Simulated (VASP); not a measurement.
MnO:

```xyz
2
Lattice="0.0000 2.4365 2.4365 2.4365 0.0000 2.4365 2.4365 2.4365 0.0000" Properties=species:S:1:pos:R:3 pbc="T T T"
Mn    0.0000    0.0000    0.0000
O     1.2183    1.2183    1.2183
```

Measurements of this composition are mostly on another form, of space group No. 225.

Base run:

* Program: VASP 6.6.1
* Functional: PBEsol
* Potentials or basis: VASP PAW PBE potentials, release 64 (Mn_pv, O)
* Cutoff: 520 eV
* k mesh: 7 × 7 × 7
* Occupations: gaussian, width 0.05 eV
* Spin: collinear spin, random start
* Starting moments: [-4.67, 0.0] μB
* Hubbard terms: Mn d U = 5 eV

Its results: band gap on the k mesh none (metal or under the smearing width); pressure -4.4 GPa.

**Question.** The run is repeated on the same cell with these changes: spin from collinear spin, random start to no spin polarisation; further incar settings from ALGO = Normal; EDIFF = 1e-06 to ALGO = Normal; EDIFF = 1e-06; NBANDS = 16. What comes out?

**Answer.** Band gap on the k mesh none (metal or under the smearing width); pressure -31.1 GPa.

Caveats: the PAW data sets were made with another functional, which shifts forces and pressure a little; a cell with one magnetic atom can't hold antiferromagnetic order, which such compounds often take (some runs); a pressure of tens of GPa on the cell as given is suspect, and the run, the potentials or the cell itself is likely at fault (some runs); an odd number of electrons without spin polarisation forces a metal (some runs); a magnetic or distorted state may lie lower (some runs); U without spin polarisation on a metal has little footing (some runs).
